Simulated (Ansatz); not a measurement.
**Lanthanum (diamond) across density functionals**

All rows: Ansatz, plane waves with scalar-relativistic PAW, 420 eV (500 eV for the SCAN forms), relaxed under each functional, no dispersion correction, no zero-point motion. B₀ comes from uniform scaling at fixed shape; a dash is a value not given.

```tsv
functional	V (Å³/atom)	cell	B₀ (GPa)	magnetic state	ΔE to dhcp (meV/atom)
PBE	37.24	a = 6.679 Å	44	non-magnetic	1011
r²SCAN	36.85	a = 6.655 Å	49	non-magnetic	892
PBEsol	35.41	a = 6.568 Å	55	spin not included	941
LDA	34.60	a = 6.517 Å	60	spin not included	879
revPBE	38.19	a = 6.735 Å	40	spin not included	1048
RPBE	38.53	a = 6.755 Å	38	spin not included	1062
BLYP	40.71	a = 6.880 Å	-	spin not included	960
```

LDA gives the smallest volume and BLYP the largest.
